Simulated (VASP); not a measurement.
# Sm (P6_3/mmc) in VASP: further runs

Runs on Sm. Level: PBE. Tasks: single point.

Everything below comes from runs of VASP 6.6.1. Logs are shortened: lines on timing, memory, paths and dates and some standing lists are left out, and cuts for length are marked.

### 1 The structure

The structure is hexagonal, space group P6_3/mmc (No. 194). The conventional cell has a = 3.644 Å, b = 3.644 Å, c = 5.876 Å, α = 90.00°, β = 90.00°, γ = 120.00°. Sm (site symmetry -6m2) has 12 Sm at 3.61 to 3.64 Å as nearest neighbours.

This isn't the form of Sm at room conditions, which is rhombohedral.

### 2 Single point, PBE, collinear spin, typed start

Input file INCAR:

```
SYSTEM = Sm
PREC     = Accurate       ! precision mode
ENCUT    = 520            ! plane-wave cutoff, eV
EDIFF    = 1E-6           ! SCF threshold, eV
ISMEAR   = 0              ! smearing method
SIGMA    = 0.05           ! smearing width, eV
LREAL    = .False.        ! projectors in reciprocal space
LASPH    = .True.         ! aspherical terms in the spheres
NELM     = 150            ! most SCF steps
ALGO     = Normal         ! electronic algorithm
ISIF     = 2              ! what is computed and relaxed
LWAVE    = .False.        ! write WAVECAR
LCHARG   = .True.         ! write CHGCAR
ISPIN    = 2              ! spin polarisation
MAGMOM   = 5 5            ! initial moments
LORBIT   = 11             ! projections on sites
LMAXMIX  = 6              ! l up to which the mixer works
GGA      = PE             ! functional
LELF     = .True.         ! ELF
LVHAR    = .True.       
NBANDS   = 27             ! bands
```

Input file KPOINTS:

```
regular mesh
0
Gamma
  10 10 5
  0 0 0
```

Input file POSCAR:

```
Sm
1.0
    3.6440014800      0.0000000000      0.0000000000
   -1.8220007400      3.1557978600      0.0000000000
    0.0000000000      0.0000000000      5.8760000000
Sm
2
Direct
    0.3333333300      0.6666666700      0.2500000000
    0.6666666700      0.3333333300      0.7500000000
```

Potentials or basis: VASP PAW PBE potentials, release 64 (Sm).

Run with:

```
$ cat potpaw_PBE.64/Sm/POTCAR > POTCAR
$ mpirun -np 1 vasp_std > vasp.out
```

OUTCAR:

```text
SYSTEM = Sm
   PREC = Accurate
   ENCUT = 520
   EDIFF = 1E-6
   ISMEAR = 0
   LREAL = .False.
   LASPH = .True.
   NELM = 150
   ISIF = 2
   ISPIN = 2
   LORBIT = 11
   GGA = PE

 ion  position               nearest neighbor table
   1  0.333  0.667  0.250-
   2  0.667  0.333  0.750-

  LATTYP: Found a hexagonal cell.
 ALAT       =     3.6440014800
 C/A-ratio  =     1.6125130663

  Lattice vectors:

 A1 = (   3.6440014800,   0.0000000000,   0.0000000000)
 A2 = (  -1.8220007400,   3.1557978600,   0.0000000000)
 A3 = (   0.0000000000,   0.0000000000,   5.8760000000)

Analysis of symmetry for initial positions (statically):
=====================================================================
 Subroutine PRICEL returns:
 Original cell was already a primitive cell.

 Routine SETGRP: Setting up the symmetry group for a
 hexagonal supercell.

 Subroutine GETGRP returns: Found 24 space group operations
 (whereof 12 operations were pure point group operations)
 out of a pool of 24 trial point group operations.

The static configuration has the point symmetry D_3d.
 The point group associated with its full space group is D_6h.

Analysis of symmetry for dynamics (positions and initial velocities):
=====================================================================
 Subroutine PRICEL returns:
 Original cell was already a primitive cell.

 Routine SETGRP: Setting up the symmetry group for a
 hexagonal supercell.

 Subroutine GETGRP returns: Found 24 space group operations
 (whereof 12 operations were pure point group operations)
 out of a pool of 24 trial point group operations.

The dynamic configuration has the point symmetry D_3d.
 The point group associated with its full space group is D_6h.

Analysis of structural, dynamic, and magnetic symmetry:
=====================================================================
 Subroutine PRICEL returns:
 Original cell was already a primitive cell.

 Routine SETGRP: Setting up the symmetry group for a
 hexagonal supercell.

 Subroutine GETGRP returns: Found 24 space group operations
 (whereof 12 operations were pure point group operations)
 out of a pool of 24 trial point group operations.

The overall configuration has the point symmetry D_3d.
 The point group associated with its full space group is D_6h.

 Subroutine INISYM returns: Found 24 space group operations
 (whereof 12 operations are pure point group operations),
 and found     1 'primitive' translations

----------------------------------------------------------------------------------------

                                     Primitive cell

  volume of cell :      67.5724

  direct lattice vectors                    reciprocal lattice vectors
     3.644001480  0.000000000  0.000000000     0.274423599  0.158438538  0.000000000
    -1.822000740  3.155797860  0.000000000     0.000000000  0.316877077  0.000000000
     0.000000000  0.000000000  5.876000000     0.000000000  0.000000000  0.170183799

  length of vectors
     3.644001480  3.644001486  5.876000000     0.316877077  0.316877077  0.170183799

  position of ions in fractional coordinates (direct lattice)
     0.333333330  0.666666670  0.250000000
     0.666666670  0.333333330  0.750000000

  ion indices of the primitive-cell ions
   primitive index   ion index
                 1           1
                 2           2

----------------------------------------------------------------------------------------

 KPOINTS: regular mesh

Automatic generation of k-mesh.
 Grid dimensions read from file:
 generate k-points for:   10   10    5

 Generating k-lattice:

  Cartesian coordinates                     Fractional coordinates (reciprocal lattice)
     0.027442360  0.015843854  0.000000000     0.100000000 -0.000000000  0.000000000
     0.000000000  0.031687708  0.000000000     0.000000000  0.100000000  0.000000000
     0.000000000  0.000000000  0.034036760     0.000000000  0.000000000  0.200000000

  Length of vectors
     0.031687708  0.031687708  0.034036760

  Shift w.r.t. Gamma in fractional coordinates (k-lattice)
     0.000000000  0.000000000  0.000000000

 Subroutine IBZKPT returns following result:
 ===========================================

 Found     42 irreducible k-points:

 Following reciprocal coordinates:
            Coordinates               Weight
  0.000000  0.000000  0.000000      1.000000
  0.100000 -0.000000  0.000000      6.000000
  0.200000 -0.000000  0.000000      6.000000
  0.300000  0.000000  0.000000      6.000000
  0.400000 -0.000000  0.000000      6.000000
  0.500000  0.000000  0.000000      3.000000
[... 16 lines left out ...]
  0.300000  0.100000  0.200000     24.000000
  0.400000  0.100000  0.200000     24.000000
 [... further k-points ...]
   k-points           NKPTS =     42   k-points in BZ     NKDIM =     42   number of bands    NBANDS=     27
   number of dos      NEDOS =    301   number of ions     NIONS =      2
   total plane-waves  NPLWV =  37632
   dimension x,y,z NGX =    28 NGY =   28 NGZ =   48
   dimension x,y,z NGXF=    56 NGYF=   56 NGZF=   96
   ions per type =               2
   NGX,Y,Z   is equivalent  to a cutoff of  12.77, 12.77, 13.58 a.u.
   NGXF,Y,Z  is equivalent  to a cutoff of  25.55, 25.55, 27.16 a.u.
 SYSTEM =  Sm
   PREC   = accura    normal or accurate (medium, high low for compatibility)
   ISTART =      0    job   : 0-new  1-cont  2-samecut
   ICHARG =      2    charge: 1-file 2-atom 10-const
   ISPIN  =      2    spin polarized calculation?
   LNONCOLLINEAR =      F non collinear calculations
   LSORBIT =      F    spin-orbit coupling
   LASPH  =      T    aspherical Exc in radial PAW
   ENCUT  =  520.0 eV  38.22 Ry    6.18 a.u.   6.78  6.78 10.93*2*pi/ulx,y,z
   NELM   =    150;   NELMIN=  2; NELMDL= -5     # of ELM steps
   EDIFF  = 0.1E-05   stopping-criterion for ELM
   LREAL  =      F    real-space projection
   EDIFFG = 0.1E-04   stopping-criterion for IOM
   NSW    =      0    number of steps for IOM
   IBRION =     -1    ionic relax: 0-MD 1-quasi-New 2-CG
   NFREE  =      0    steps in history (QN), initial steepest desc. (CG)
   ISIF   =      2    stress and relaxation
   ISYM   =      2    0-nonsym 1-usesym 2-fastsym
   POTIM  = 0.5000    time-step for ionic-motion
   TEBEG  =    0.0;   TEEND  =   0.0 temperature during run
   PSTRESS=    0.0 pullay stress
   NELECT =      32.0000    total number of electrons
   NUPDOWN=      -1.0000    fix difference up-down
   EMIN   =  10.00;   EMAX   =-10.00  energy-range for DOS
   EFERMI =   0.00;   METHOD = LEGACY
   ISMEAR =     0;   SIGMA  =   0.05  broadening in eV -4-tet -1-fermi 0-gaus
   EFERMI_NEDOS =   21; number of points for ismear=-14 and -15
   IALGO  =     38    algorithm
   IMIX   =      4    mixing-type and parameters
     AMIX     =   0.40;   BMIX     =  1.00
     AMIX_MAG =   1.60;   BMIX_MAG =  1.00
  volume/ion in A,a.u.               =      33.79       228.00
  Fermi-wavevector in a.u.,A,eV,Ry     =   1.276052  2.411388 22.154480  1.628308
  Thomas-Fermi vector in A             =   2.408730
   LORBIT       =     11    0 simple, 1 ext, 2 COOP (PROOUT), +10 PAW based schemes
   GGA     = PE    functional components
   LHFCALC =     F    Hartree Fock is set to
   AEXX    =    0.0000 exact exchange contribution
   IVDW    =     0    specifies the selected vdW correction
   LEPSILON=     F    determine dielectric tensor
   LRPA    =     F    only Hartree local field effects (RPA)
 spin polarized calculation
 Gauss-broadening in eV      SIGMA  =   0.05
  energy-cutoff  :      520.00
  volume of cell :       67.57
 maximum number of plane-waves:      1842
 NGX is ok and might be reduce to    28
   NGX = 13   NGY = 13   NGZ = 21

 number of electron      31.9999999 magnetization      12.9922330

 Free energy of the ion-electron system (eV)
  ---------------------------------------------------
  ext. energy  EPLUGINS =         0.00000000
  ---------------------------------------------------
  free energy    TOTEN  =       -18.57169483 eV

  energy without entropy =      -18.55229359  energy(sigma->0) =      -18.56199421

 E-fermi :   3.0588     XC(G=0):  -9.7888

 val. band max:        3.0582596538   @ k =   0.2000   0.1000   0.0000
 cond. band min:       3.0609496414   @ k =   0.3000   0.0000   0.4000
 fundamental gap:      0.0026899876
 Fermi energy:         3.0587589732

 spin component 1

 k-point     1 :       0.0000    0.0000    0.0000
  band No.  band energies     occupation
      1     -36.9512      1.00000
      2     -36.8437      1.00000
      3     -17.0780      1.00000
      4     -16.2282      1.00000
      5     -16.2282      1.00000
      6     -16.0922      1.00000
[... 19 lines left out ...]
     26       4.9193      0.00000
     27       4.9199      0.00000
[... 661 lines left out ...]
 k-point    24 :       0.4000    0.1000    0.2000
  band No.  band energies     occupation
      1     -36.8476      1.00000
      2     -36.8189      1.00000
      3     -16.9805      1.00000
      4     -16.8415      1.00000
      5     -16.5578      1.00000
      6     -16.4423      1.00000
[... 19 lines left out ...]
     26       3.4189      0.00000
     27       4.5715      0.00000

 [... further k-points ...]

 spin component 2

 k-point     1 :       0.0000    0.0000    0.0000
  band No.  band energies     occupation
      1     -34.2760      1.00000
      2     -34.1487      1.00000
      3     -15.1240      1.00000
      4     -14.1682      1.00000
      5     -14.1682      1.00000
      6     -14.0177      1.00000
[... 19 lines left out ...]
     26       7.2803      0.00000
     27       7.2943      0.00000
[... 661 lines left out ...]
 k-point    24 :       0.4000    0.1000    0.2000
  band No.  band energies     occupation
      1     -34.1525      1.00000
      2     -34.1187      1.00000
      3     -15.0285      1.00000
      4     -14.8690      1.00000
      5     -14.5402      1.00000
      6     -14.4123      1.00000
[... 19 lines left out ...]
     26       7.0591      0.00000
     27       7.1015      0.00000

 [... further k-points ...]

------------------------ aborting loop because EDIFF is reached ----------------------------------------

  FORCE on cell =-STRESS in cart. coord.  units (eV):
  Direction    XX          YY          ZZ          XY          YZ          ZX
  --------------------------------------------------------------------------------------
  -------------------------------------------------------------------------------------
  Total        1.1535640      1.1535640      1.1250138      0.0000000      0.0000000      0.0000000
  in kB       27.3516012     27.3516013     26.6746609      0.0000000      0.0000000      0.0000000
  external PRESSURE =      27.1259544 kB  Pullay stress =       0.0000000 kB

 VOLUME and BASIS-vectors are now :
 -----------------------------------------------------------------------------
  energy-cutoff  :      520.00
  volume of cell :       67.57
      direct lattice vectors                 reciprocal lattice vectors
     3.644001480  0.000000000  0.000000000     0.274423599  0.158438538  0.000000000
    -1.822000740  3.155797860  0.000000000     0.000000000  0.316877077  0.000000000
     0.000000000  0.000000000  5.876000000     0.000000000  0.000000000  0.170183799

 POSITION                                       TOTAL-FORCE (eV/Angst)
 -----------------------------------------------------------------------------------
     -0.00000      2.10387      1.46900        -0.000000      0.000000      0.000000
      1.82200      1.05193      4.40700         0.000000     -0.000000      0.000000
 -----------------------------------------------------------------------------------
    total drift:                               -0.000012      0.000007     -0.000000

  FREE ENERGIE OF THE ION-ELECTRON SYSTEM (eV)
  ---------------------------------------------------
  free  energy   TOTEN  =       -18.5716948324 eV

  energy  without entropy=      -18.5522935925  energy(sigma->0) =      -18.56199421

 total charge

# of ion       s       p       d       f       tot
--------------------------------------------------
    1        2.082   5.610   0.468   5.500  13.660
    2        2.082   5.610   0.468   5.500  13.660
--------------------------------------------------
tot          4.164  11.220   0.935  11.001  27.320

 magnetization (x)

# of ion       s       p       d       f       tot
--------------------------------------------------
    1       -0.002  -0.057   0.244   5.494   5.679
    2       -0.002  -0.057   0.244   5.494   5.679
--------------------------------------------------
tot         -0.005  -0.113   0.488  10.988  11.358
```

It took 2.7 min on 1 thread of Intel Xeon 6975P-C (Granite Rapids), shared host; peak memory 0.3 GiB.

What came out:

| Property | Result |
| --- | --- |
| Free energy | -18.5717 eV |
| Pressure | 2.7 GPa |
| Band gap on the k mesh | none (metal or under the smearing width) |
| Net moment | 12.99 μB per cell |
| Site moments | Sm +5.68 μB |
| Valence electrons inside the program's atomic spheres | Sm 13.66 |

Caveat: the magnetic or orbital state may not be the lowest; spin-orbit coupling is left out, which moves the levels of the heavy elements. The state reached can hang on the start; a lower one may exist.

### 3 Single point, PBE, collinear spin, typed start

Input file INCAR:

```
PREC     = Accurate       # precision mode
ENCUT    = 520            # plane-wave cutoff, eV
EDIFF    = 1E-6           # SCF threshold, eV
ISMEAR   = 0              # smearing method
SIGMA    = 0.05           # smearing width, eV
LREAL    = F              # projectors in reciprocal space
LASPH    = T              # aspherical terms in the spheres
NELM     = 150            # most SCF steps
ALGO     = Normal         # electronic algorithm
ISIF     = 2              # what is computed and relaxed
LWAVE    = F              # write WAVECAR
LCHARG   = F              # write CHGCAR
ISPIN    = 2              # spin polarisation
MAGMOM   = 5 5            # initial moments
LORBIT   = 11             # projections on sites
LMAXMIX  = 6              # l up to which the mixer works
GGA      = PE             # functional
NBANDS   = 27             # bands
```

Input file KPOINTS:

```
Automatic mesh
0
Gamma
  10 10 5
```

POSCAR is that of step 2.

Potentials or basis: VASP PAW PBE potentials, release 64 (Sm).

Run with:

```
$ cat potpaw_PBE.64/Sm/POTCAR > POTCAR
$ mpirun -np 1 vasp_std > vasp.out
```

OUTCAR:

```text
PREC = Accurate
   ENCUT = 520
   EDIFF = 1E-6
   ISMEAR = 0
   LREAL = F
   LASPH = T
   NELM = 150
   ISIF = 2
   ISPIN = 2
   LORBIT = 11
   GGA = PE

 ion  position               nearest neighbor table
   1  0.333  0.667  0.250-
   2  0.667  0.333  0.750-

  LATTYP: Found a hexagonal cell.
 ALAT       =     3.6440014800
 C/A-ratio  =     1.6125130663

  Lattice vectors:

[... 1659 lines left out ...]
  in kB       27.3516012     27.3516013     26.6746609      0.0000000      0.0000000      0.0000000
  external PRESSURE =      27.1259544 kB  Pullay stress =       0.0000000 kB

 VOLUME and BASIS-vectors are now :
 -----------------------------------------------------------------------------
  energy-cutoff  :      520.00
  volume of cell :       67.57
      direct lattice vectors                 reciprocal lattice vectors
     3.644001480  0.000000000  0.000000000     0.274423599  0.158438538  0.000000000
    -1.822000740  3.155797860  0.000000000     0.000000000  0.316877077  0.000000000
     0.000000000  0.000000000  5.876000000     0.000000000  0.000000000  0.170183799

 POSITION                                       TOTAL-FORCE (eV/Angst)
 -----------------------------------------------------------------------------------
     -0.00000      2.10387      1.46900        -0.000000      0.000000      0.000000
      1.82200      1.05193      4.40700         0.000000     -0.000000      0.000000
 -----------------------------------------------------------------------------------
    total drift:                               -0.000012      0.000007     -0.000000

  FREE ENERGIE OF THE ION-ELECTRON SYSTEM (eV)
  ---------------------------------------------------
  free  energy   TOTEN  =       -18.5716948324 eV

  energy  without entropy=      -18.5522935925  energy(sigma->0) =      -18.56199421

 total charge

# of ion       s       p       d       f       tot
--------------------------------------------------
    1        2.082   5.610   0.468   5.500  13.660
    2        2.082   5.610   0.468   5.500  13.660
--------------------------------------------------
tot          4.164  11.220   0.935  11.001  27.320

 magnetization (x)

# of ion       s       p       d       f       tot
--------------------------------------------------
    1       -0.002  -0.057   0.244   5.494   5.679
    2       -0.002  -0.057   0.244   5.494   5.679
--------------------------------------------------
tot         -0.005  -0.113   0.488  10.988  11.358
```

OSZICAR:

```text
N       E                     dE             d eps       ncg     rms          rms(c)
DAV:   1     0.262579995913E+03    0.26258E+03   -0.10959E+04  5904   0.486E+03
DAV:   2     0.442516850952E+02   -0.21833E+03   -0.19912E+03  6056   0.352E+02
[... 22 lines left out ...]
DAV:  25    -0.185716907040E+02   -0.36351E-04   -0.12510E-04  8952   0.109E-01    0.265E-01
DAV:  26    -0.185716957544E+02   -0.50504E-05   -0.14793E-05  7965   0.366E-02    0.226E-01
DAV:  27    -0.185716932839E+02    0.24705E-05   -0.75218E-06  6640   0.642E-02    0.808E-02
DAV:  28    -0.185716966812E+02   -0.33973E-05   -0.82482E-06  6645   0.463E-02    0.197E-02
DAV:  29    -0.185716950940E+02    0.15871E-05   -0.95644E-07  4192   0.251E-02    0.107E-02
DAV:  30    -0.185716948324E+02    0.26168E-06   -0.65877E-07  4698   0.161E-02
   1 F= -.18571695E+02 E0= -.18561994E+02  d E =-.194012E-01  mag=    12.9922
```

Run time: 2.7 min. Hardware: 1 thread of Intel Xeon 6975P-C (Granite Rapids), shared host; peak memory 0.3 GiB.

Results:

- Free energy: -18.5717 eV
- Pressure: 2.7 GPa
- Band gap on the k mesh: none (metal or under the smearing width)
- Net moment: 12.99 μB per cell
- Site moments: Sm +5.68 μB
- Valence electrons inside the program's atomic spheres: Sm 13.66

Caveat: the magnetic or orbital state may not be the lowest; spin-orbit coupling is left out, which moves the levels of the heavy elements. The state reached can hang on the start; a lower one may exist.
